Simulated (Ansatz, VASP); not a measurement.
# One calculation of P, two programs

```
P
1.0
     3.09561    0.00000    0.00000
    -1.54781    2.68088    0.00000
     0.00000    0.00000   28.00000
P
2
Direct
  0.33333 0.66667 0.52102
  0.66667 0.33333 0.47898
```

The cell was built by a generator and needn't be a form met in nature.

Alike in both runs: task single point; functional PBE; dispersion D3(BJ); k mesh 6 × 6 × 1; occupations gaussian, width 0.1 eV; no spin polarisation.

|  | VASP | Ansatz |
| --- | --- | --- |
| version | VASP 6.6.1 | Ansatz 0.2.0 |
| potentials or method | VASP PAW PBE potentials, release 64 (P) | scalar-relativistic, plane waves, PAW |
| plane-wave cutoff (eV) | 520 | 420 |
| valence electrons in the cell | 10 | 10 |

|  | VASP | Ansatz | Ansatz less VASP |
| --- | --- | --- | --- |
| gap on the k mesh at the Fermi level (eV) | 1.93 | 1.87 | -0.055 |
| least direct gap on the mesh (eV) | 2.21 | 2.15 | -0.061 |
| rms of the force components (eV/Å) | 1.128 | 1.202 | +0.0743 |

Atom by atom the forces differ by 0.074 eV/Å (rms over components).

As with any semilocal functional, this PBE gap is likely too small.
